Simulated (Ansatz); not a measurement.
# S on Pd (Palladium) (100)

The task, for Pd (Palladium): prepare the clean (100) slab, then compare the adsorption sites of S.

Computed with Ansatz 0.2.0 (DFT PBE, scalar-relativistic, plane waves, PAW, unless a step's input says otherwise).

### 1 The starting structure

The structure is cubic, space group Fm-3m (No. 225). The conventional cell has a = 3.942 Å, b = 3.942 Å, c = 3.942 Å, α = 90.00°, β = 90.00°, γ = 90.00°. Around Pd (site symmetry m-3m) lie 12 Pd at 2.79 Å.

Structure file:

```
CELL_PARAMETERS angstrom
0.00000 1.97119 1.97119
1.97119 0.00000 1.97119
1.97119 1.97119 0.00000
ATOMIC_POSITIONS crystal
Pd 0.00000 0.00000 0.00000
```

This cell was relaxed beforehand with the same method: volume 15.32 Å³/atom, gap on the mesh none (metal).

### 2 Cutting the slab

Miller indices refer to the conventional cell of the relaxed bulk, Fm-3m (No. 225): a = 3.942 Å, b = 3.942 Å, c = 3.942 Å, α = 90.00°, β = 90.00°, γ = 90.00°.

A (100) slab, 5.9 Å thick as cut, with 17 Å of vacuum; its outer planes are Pd (top) and Pd (bottom).

The slab as cut. Layers, bottom to top:

```csv
plane,atoms per cell,height over the lowest (Å)
1,Pd2,0.00
2,Pd2,1.97
3,Pd2,3.94
4,Pd2,5.91
```

### 3 Relaxing the clean slab

input.yaml reads:

```yaml
crystal:
  lattice:
    - [3.9423757457, 0.0, 0.0]
    - [0.0, 3.9423757457, 0.0]
    - [0.0, 0.0, 22.9135636185]
  atoms:
    - { symbol: Pd, position: [0.0, 0.5, 0.3709593209] }
    - { symbol: Pd, position: [0.5, 0.0, 0.3709593209] }
    - { symbol: Pd, position: [0.5, 0.5, 0.4569864403] }
    - { symbol: Pd, position: [0.0, 0.0, 0.4569864403] }
    - { symbol: Pd, position: [0.0, 0.5, 0.5430135597] }
    - { symbol: Pd, position: [0.5, 0.0, 0.5430135597] }
    - { symbol: Pd, position: [0.5, 0.5, 0.6290406791] }
    - { symbol: Pd, position: [0.0, 0.0, 0.6290406791] }
basis:
  ecutwfc: 420
kpoints:
  mp_grid: { grid: [7, 7, 1] }
hamiltonian:
  xc: pbe
scf:
  occupations: { method: gaussian, width: 0.1 }
output:
  forces: true
  eigenvalues: true
relax:
  adjacent_minimum: "off"
  f_tol: 0.03
  max_steps: 70
  constraints: [{ sites: [0, 1, 2, 3] }]
efield:
  axis: 3
  dipole_correction: true
```

Started as:

```console
ansatz run input.yaml --threads 2 --pin off --max-ram 5120MiB --backend cpu --events-out ev --progress --plain --runs-dir out
```

The session goes on with these runs: start: S, top (Pd); S at the bridge (Pd-Pd) site; start: S, hollow over Pd.

Before running it: what results should come out? Wanted: clean slab: work function; S: lowest end.

The runs gave:

| quantity | value |
| --- | --- |
| clean slab: work function | 5.06 eV |
| S: lowest end | E_ads -5.08 eV, from the hollow over Pd start, 4 bonded, 1.27 Å high |

In words: The strongest binding of S is 5.08 eV, a strong chemical bond when counted from the free atom, not from the element's molecule or solid; the ends span 1.97 eV. The slab runs have no spin polarisation, while the free adsorbate has its spin; a moment that survived on the surface would lower E_ads. A start on a symmetric site keeps its symmetry, so an end may be a saddle point and not a minimum.
